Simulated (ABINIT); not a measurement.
# Cr (P6_3/mmc) in ABINIT: a series of runs

The runs below take Cr through band structure, with LDA, PBEsol, BLYP.

All numbers are computed with ABINIT 10.8.3 (patched build); they aren't measurements. Logs are shortened: lines on timing, memory, paths and dates and some standing lists are left out, and cuts for length are marked. The log counts tension as positive stress, the text compression.

## (1) The structure

It takes space group P6_3/mmc (No. 194, hexagonal). The conventional cell has a = 2.714 Å, b = 2.714 Å, c = 4.410 Å, α = 90.00°, β = 90.00°, γ = 120.00°. Cr (site symmetry -6m2) has 12 Cr at 2.71 Å as nearest neighbours.

This isn't the form of Cr at room conditions, which is bcc.

## (2) Band structure, LDA, collinear spin, ferromagnetic start

Contents of run.abi:

```
ndtset 2

pp_dirpath "./"
pseudos "Cr.GGA_PBE-JTH.xml"

acell 2.714 2.714 4.41 Angstrom
rprim
     1.0000000000     0.0000000000     0.0000000000
    -0.5000000000     0.8660254038     0.0000000000
     0.0000000000     0.0000000000     1.0000000000
ntypat 1
znucl 24
natom 2
typat 1 1
xred
     0.6666666667     0.3333333333     0.7500000000
     0.3333333333     0.6666666667     0.2500000000

ecut 28.0
pawecutdg 50.0

ixc 7

occopt 3
tsmear 0.05 eV

nsppol 2
spinat
     0.0000000000     0.0000000000     3.0000000000
     0.0000000000     0.0000000000     3.0000000000

nstep 100

iomode 3
prtwf 0
prteig 0
prtebands 0
prtden1 1

kptopt1 1
ngkpt1 9 9 5
nshiftk1 1
shiftk1 0.0 0.0 0.0
nband1 20
tolvrs1 1.0e-9

iscf2 -2
getden2 1
nband2 26
nbdbuf2 4
tolwfr2 1.0e-11
kptopt2 -7
ndivsm2 8
prteig2 1
kptbounds2
     0.0000000000     0.0000000000     0.0000000000
     0.5000000000     0.0000000000     0.0000000000
     0.3333333333     0.3333333333     0.0000000000
     0.0000000000     0.0000000000     0.0000000000
     0.0000000000     0.0000000000     0.5000000000
     0.5000000000     0.0000000000     0.5000000000
     0.3333333333     0.3333333333     0.5000000000
     0.0000000000     0.0000000000     0.5000000000
```

Potentials or basis: JTH PAW PBE v2.0.

On the command line:

```
$ abinit run.abi > log 2>&1
```

run.abo:

```text
.Version 10.8.3 of ABINIT
 DATASET    1 : space group P6_3/m m c (#194); Bravais hP (primitive hexag.)
================================================================================
 Values of the parameters that define the memory need for DATASET  1.
     intxc =       0    ionmov =       0      iscf =      17    lmnmax =      18
     lnmax =       6     mgfft =      40  mpssoang =       3    mqgrid =    3001
     natom =       2  nloc_mem =       2    nspden =       2   nspinor =       1
    nsppol =       2      nsym =      24    n1xccc =       1    ntypat =       1
    occopt =       3   xclevel =       1
       mpw =        1362          nfft =       29160          nkpt =          36
 PAW method is used; the additional fine FFT grid is defined by:
   mgfftf=        54    nfftf =     69984
================================================================================
================================================================================

 DATASET    2 : space group P6_3/m m c (#194); Bravais hP (primitive hexag.)
================================================================================
 Values of the parameters that define the memory need for DATASET  2.
     intxc =       0    ionmov =       0      iscf =      -2    lmnmax =      18
     lnmax =       6     mgfft =      40  mpssoang =       3    mqgrid =    3001
     natom =       2  nloc_mem =       2    nspden =       2   nspinor =       1
    nsppol =       2      nsym =      24    n1xccc =       1    ntypat =       1
    occopt =       3   xclevel =       1
       mpw =        1368          nfft =       29160          nkpt =          91
 PAW method is used; the additional fine FFT grid is defined by:
   mgfftf=        54    nfftf =     69984
================================================================================
================================================================================

--------------------------------------------------------------------------------
------------- Echo of variables that govern the present computation ------------
--------------------------------------------------------------------------------
 -outvars: echo values of preprocessed input variables --------
            acell      5.1287167057E+00  5.1287167057E+00  8.3336922153E+00 Bohr
              amu      5.19961000E+01
             ecut      2.80000000E+01 Hartree
           getden1          0
           getden2          1
             iscf1         17
             iscf2         -2
                       outvar_i_n : Printing only first  50 k-points.
              ixc           7
           jdtset        1    2
                       outvar_i_n : Printing only first  50 k-points.
           kptopt1          1
           kptopt2         -7
         kptrlatt        9    0    0      0    9    0      0    0    5
          kptrlen1     4.16684611E+01
          kptrlen2     3.00000000E+01
            natom           2
            nband1         20
            nband2         26
           nbdbuf1          0
           nbdbuf2          4
           ndtset           2
           ndivsm1          0
           ndivsm2          8
            ngfft          27      27      40
          ngfftdg          36      36      54
             nkpt1         36
             nkpt2         91
           nspden           2
           nsppol           2
            nstep         100
             nsym          24
           ntypat           1
           occopt           3
        pawecutdg      5.00000000E+01 Hartree
        prtebands           0
           prteig1          0
           prteig2          1
            prtwf           0
            rprim      1.0000000000E+00  0.0000000000E+00  0.0000000000E+00
                      -5.0000000000E-01  8.6602540380E-01  0.0000000000E+00
                       0.0000000000E+00  0.0000000000E+00  1.0000000000E+00
           shiftk1     0.00000000E+00  0.00000000E+00  0.00000000E+00
           shiftk2     5.00000000E-01  5.00000000E-01  5.00000000E-01
          spgroup         194
[... 2124 lines left out ...]
xred      :
- [  6.6667E-01,   3.3333E-01,   7.5000E-01, Cr]
- [  3.3333E-01,   6.6667E-01,   2.5000E-01, Cr]
cartesian_forces: null
force_length_stats: {min: null, max: null, mean: null, }
...

 Integrated electronic and magnetization densities in atomic spheres:
 ------------------------------------------------------------------------------------------------------------
 Radius=ratsph(iatom), smearing ratsm=  0.0000. Diff(up-dn)=approximate z local magnetic moment.
    Atom    Radius    up_density   dn_density  Total(up+dn)  Diff(up-dn)
    1 Cr   2.10818     6.172372     5.849193     12.021565     0.323179
    2 Cr   2.10818     6.172372     5.849193     12.021565     0.323179
 ------------------------------------------------------------------------------------------------------------
  Sum:                12.344744    11.698386     24.043130     0.646358
 Total magnetization (from the atomic spheres):                0.646358
 Total magnetization (exact up - dn):                          0.749253

================================================================================

 ----iterations are completed or convergence reached----

 Mean square residual over all n,k,spin=   63.215E-13; max=  99.953E-13
 reduced coordinates (array xred) for    2 atoms
       0.666666666667      0.333333333333      0.750000000000
       0.333333333333      0.666666666667      0.250000000000

 cartesian coordinates (angstrom) at end:
    1      1.35700000000000     0.78346431530440     3.30750000000000
    2      0.00000000000000     1.56692863060880     1.10250000000000
 length scales=  5.128716705714  5.128716705714  8.333692215253 bohr
              =  2.714000000000  2.714000000000  4.410000000000 angstroms
 Eigenvalues (hartree) for nkpt=  91  k points, SPIN UP:
 kpt#   1, nband= 26, wtk=  1.00000, kpt=  0.0000  0.0000  0.0000 (reduced coord)
  -2.32702   -2.32364   -1.29150   -1.27733   -1.27733   -1.27482   -1.27482   -1.27307
   0.02254    0.15736    0.26736    0.26736    0.26758    0.28108    0.28108    0.29782
   0.29782    0.30810    0.34396    0.34396    0.55348    0.95147    1.04878    1.05033
   1.08632    1.08648
 kpt#   2, nband= 26, wtk=  1.00000, kpt=  0.0333  0.0000  0.0000 (reduced coord)
  -2.32698   -2.32362   -1.29144   -1.27748   -1.27738   -1.27497   -1.27484   -1.27310
   0.02386    0.15832    0.26376    0.26813    0.27089    0.28060    0.28177    0.29664
   0.29728    0.30216    0.34420    0.35167    0.55349    0.94838    1.03435    1.05106
   1.06741    1.08163
 kpt#   3, nband= 26, wtk=  1.00000, kpt=  0.0667  0.0000  0.0000 (reduced coord)
  -2.32689   -2.32358   -1.29124   -1.27792   -1.27752   -1.27543   -1.27491   -1.27317
   0.02781    0.16116    0.25957    0.27040    0.27418    0.27933    0.28380    0.28716
   0.29573    0.29755    0.34490    0.36757    0.55359    0.93656    1.00631    1.03717
   1.05295    1.08577
 kpt#   4, nband= 26, wtk=  1.00000, kpt=  0.1000  0.0000  0.0000 (reduced coord)
  -2.32674   -2.32351   -1.29092   -1.27863   -1.27774   -1.27617   -1.27502   -1.27330
[... 423 lines left out ...]
 kpt#  89, nband= 26, wtk=  1.00000, kpt=  0.0392  0.0392  0.5000 (reduced coord)
  -2.32523   -2.32523   -1.28256   -1.28256   -1.27648   -1.27648   -1.27622   -1.27622
   0.10153    0.10153    0.24614    0.24614    0.26484    0.26484    0.26775    0.26775
   0.33066    0.33066    0.33280    0.33280    0.79577    0.79577    0.96334    0.96334
   1.07018    1.07037
 kpt#  90, nband= 26, wtk=  1.00000, kpt=  0.0196  0.0196  0.5000 (reduced coord)
  -2.32531   -2.32531   -1.28246   -1.28246   -1.27618   -1.27618   -1.27611   -1.27611
   0.09803    0.09803    0.24851    0.24851    0.26515    0.26515    0.26582    0.26582
   0.33096    0.33096    0.33150    0.33150    0.79325    0.79325    0.97189    0.97189
   1.10353    1.10612
 kpt#  91, nband= 26, wtk=  1.00000, kpt=  0.0000  0.0000  0.5000 (reduced coord)
  -2.32533   -2.32533   -1.28243   -1.28243   -1.27607   -1.27607   -1.27607   -1.27607
   0.09684    0.09684    0.24939    0.24939    0.26517    0.26517    0.26517    0.26517
   0.33106    0.33106    0.33106    0.33106    0.79243    0.79243    0.97445    0.97445
   1.11829    1.11829
 Eigenvalues (hartree) for nkpt=  91  k points, SPIN DOWN:
 kpt#   1, nband= 26, wtk=  1.00000, kpt=  0.0000  0.0000  0.0000 (reduced coord)
  -2.31473   -2.31132   -1.27988   -1.26509   -1.26509   -1.26256   -1.26256   -1.26127
   0.02787    0.16491    0.27729    0.27799    0.27799    0.29194    0.29194    0.30927
   0.30927    0.31326    0.35589    0.35589    0.56192    0.95545    1.05345    1.05477
   1.09322    1.09370
 kpt#   2, nband= 26, wtk=  1.00000, kpt=  0.0333  0.0000  0.0000 (reduced coord)
  -2.31470   -2.31130   -1.27981   -1.26525   -1.26514   -1.26272   -1.26259   -1.26130
   0.02919    0.16588    0.27394    0.27876    0.28103    0.29145    0.29263    0.30670
   0.30873    0.30957    0.35614    0.36274    0.56193    0.95252    1.03977    1.05552
   1.07426    1.08773
 kpt#   3, nband= 26, wtk=  1.00000, kpt=  0.0667  0.0000  0.0000 (reduced coord)
  -2.31460   -2.31126   -1.27961   -1.26569   -1.26529   -1.26318   -1.26266   -1.26137
   0.03314    0.16875    0.26976    0.28105    0.28428    0.29013    0.29468    0.29494
   0.30715    0.30810    0.35685    0.37774    0.56199    0.94126    1.01212    1.04398
   1.05745    1.09121
 kpt#   4, nband= 26, wtk=  1.00000, kpt=  0.1000  0.0000  0.0000 (reduced coord)
  -2.31445   -2.31118   -1.27928   -1.26641   -1.26551   -1.26393   -1.26277   -1.26150
[... 424 lines left out ...]
  -2.31293   -2.31293   -1.27083   -1.27083   -1.26426   -1.26426   -1.26398   -1.26398
   0.10709    0.10709    0.25523    0.25523    0.27530    0.27530    0.27845    0.27845
   0.34245    0.34245    0.34450    0.34450    0.80233    0.80233    0.96822    0.96822
   1.07633    1.07666
 kpt#  90, nband= 26, wtk=  1.00000, kpt=  0.0196  0.0196  0.5000 (reduced coord)
  -2.31300   -2.31300   -1.27075   -1.27075   -1.26394   -1.26394   -1.26387   -1.26387
   0.10358    0.10358    0.25742    0.25742    0.27576    0.27576    0.27651    0.27651
   0.34276    0.34276    0.34327    0.34327    0.79982    0.79982    0.97646    0.97646
   1.10957    1.11222
 kpt#  91, nband= 26, wtk=  1.00000, kpt=  0.0000  0.0000  0.5000 (reduced coord)
  -2.31303   -2.31303   -1.27072   -1.27072   -1.26383   -1.26383   -1.26383   -1.26383
   0.10239    0.10239    0.25824    0.25824    0.27585    0.27585    0.27585    0.27585
   0.34286    0.34286    0.34286    0.34286    0.79899    0.79899    0.97892    0.97892
   1.12425    1.12425

== END DATASET(S) ==============================================================
================================================================================

 -outvars: echo values of variables after computation  --------
            acell      5.1287167057E+00  5.1287167057E+00  8.3336922153E+00 Bohr
           etotal1    -1.7493755811E+02
            fcart1     5.2501344443E-29  9.0934996039E-29 -0.0000000000E+00
                      -5.2501344443E-29 -9.0934996039E-29 -0.0000000000E+00
            rprim      1.0000000000E+00  0.0000000000E+00  0.0000000000E+00
                      -5.0000000000E-01  8.6602540380E-01  0.0000000000E+00
                       0.0000000000E+00  0.0000000000E+00  1.0000000000E+00
           strten1     1.3757719208E-03  1.3757719193E-03  1.1323360444E-03
                       0.0000000000E+00  0.0000000000E+00  0.0000000000E+00
           xangst      1.3570000000E+00  7.8346431530E-01  3.3075000000E+00
                       9.6921692124E-19  1.5669286306E+00  1.1025000000E+00
             xred      6.6666666667E-01  3.3333333333E-01  7.5000000000E-01
                       3.3333333333E-01  6.6666666667E-01  2.5000000000E-01
 Calculation completed.
```

It took 3.9 min on 1 thread of Intel Xeon Platinum 8488C (Sapphire Rapids), shared host; peak memory 0.19 GiB.

What came out:

```yaml
Free_energy: -4760.2935 eV
Pressure: -38.1 GPa
Band_gap_on_the_k_mesh: none (metal or under the smearing width)
Net_moment: 0.75 μB per cell
Site_moments: Cr +0.32 μB
Valence_electrons_inside_the_program's_atomic_spheres: Cr 12.02 (radii [1.1156] Å)
```

Stress tensor (GPa, compression positive):
```
-40.48   0.00   0.00
  0.00 -40.48   0.00
  0.00   0.00 -33.31
```

Levels at the corners of the path, in eV from the Fermi level:
Spin up:
```csv
point,band 10,band 11,band 12,band 13,band 14,band 15,band 16,band 17,band 18,band 19
Γ,-3.45,-0.45,-0.45,-0.45,-0.08,-0.08,0.37,0.37,0.65,1.63
M,-2.98,-2.67,-0.94,-0.60,-0.48,-0.04,1.80,1.90,1.97,3.18
K,-2.10,-2.10,-1.91,-0.83,-0.83,0.21,1.52,1.52,1.63,5.58
Γ,-3.45,-0.45,-0.45,-0.45,-0.08,-0.08,0.37,0.37,0.65,1.63
A,-5.09,-0.94,-0.94,-0.51,-0.51,-0.51,-0.51,1.28,1.28,1.28
L,-3.29,-1.83,-1.83,0.48,0.48,0.93,0.93,1.90,1.90,2.78
H,-1.96,-1.93,-1.93,-1.05,-1.05,0.33,0.33,1.71,1.71,6.52
A,-5.09,-0.94,-0.94,-0.51,-0.51,-0.51,-0.51,1.28,1.28,1.28
```
Spin down:
| point | band 11 | band 12 | band 13 | band 14 | band 15 | band 16 | band 17 | band 18 |
| --- | --- | --- | --- | --- | --- | --- | --- | --- |
| Γ | -0.18 | -0.17 | -0.17 | 0.21 | 0.21 | 0.69 | 0.69 | 0.79 |
| M | -2.42 | -0.76 | -0.30 | -0.20 | 0.22 | 2.11 | 2.23 | 2.29 |
| K | -1.88 | -1.68 | -0.55 | -0.55 | 0.50 | 1.81 | 1.81 | 1.95 |
| Γ | -0.18 | -0.17 | -0.17 | 0.21 | 0.21 | 0.69 | 0.69 | 0.79 |
| A | -0.70 | -0.70 | -0.22 | -0.22 | -0.22 | -0.22 | 1.60 | 1.60 |
| L | -1.57 | -1.57 | 0.79 | 0.79 | 1.15 | 1.15 | 2.22 | 2.22 |
| H | -1.70 | -1.70 | -0.81 | -0.81 | 0.63 | 0.63 | 2.01 | 2.01 |
| A | -0.70 | -0.70 | -0.22 | -0.22 | -0.22 | -0.22 | 1.60 | 1.60 |

Caveat: a pressure of tens of GPa on the cell as given is suspect, and the run, the potentials or the cell itself is likely at fault; the PAW data sets were made with another functional, which shifts forces and pressure a little.

[end of part 1 of 2]
